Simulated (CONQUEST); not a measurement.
## ZnS under changes of volume

One of the cells (19.727 Å³/atom); the others are scaled copies at fixed shape and fractional positions:

```
Zn S
1.0
     3.82121    0.00000    0.00000
     0.00000    3.82121    0.00000
     0.00000    0.00000    5.40400
Zn S
2 2
Direct
  0.00000 0.50000 0.25000
  0.50000 0.00000 0.75000
  0.00000 0.00000 0.00000
  0.50000 0.50000 0.50000
```

* Program: CONQUEST 1.3
* Functional: PBE
* Potentials or basis: PseudoDojo NC PBE, SZP, grid of 36 × 36 × 60 points
* k mesh: 7 × 7 × 5
* Occupations: fermi-dirac, width 0.05 eV
* Spin: no spin polarisation

| volume (Å³/atom) | energy over the lowest point (meV/atom) | pressure (GPa) | gap on the mesh (eV) |
| --- | --- | --- | --- |
| 18.543 | 76.43 | 10.5 | 2.88 |
| 18.938 | 52.88 | 8.6 | 2.74 |
| 19.332 | 33.94 | 6.8 | 2.61 |
| 19.727 | 19.29 | 5.1 | 2.48 |
| 20.121 | 9.11 | 3.2 | 2.36 |
| 20.516 | ? | ? | ? |
| 20.910 | 0.00 | 0.6 | 2.13 |

Problem. What does the run at 20.516 Å³/atom give?

Solution. Energy over the lowest point 2.95 meV/atom; pressure 1.9 GPa; gap on the mesh 2.24 eV.

Worked out: A Birch-Murnaghan fit of order 3 (a polynomial in V^(-2/3)) to the other rows has its minimum at 21.00 Å³/atom, just outside them, with B0 = V·E''(V) = 76 GPa (rough, since the energies scatter). It gives 2.65 meV/atom at 20.516 Å³/atom, against the run's 2.95, and -dE/dV = 1.8 GPa, against 1.9. A straight line through the other rows of the gap, of slope -6.24 eV per unit of ln V, gives 2.24 eV, against the run's 2.24.

Energies are extrapolated to zero smearing.

Caveats: the atomic basis is small; an odd mesh through Γ misses points on the zone boundary, where band edges often lie; the basis of atomic orbitals isn't converged, which shifts pressures, moduli and gaps; the real-space grid breaks the cell's symmetry a little (some runs).
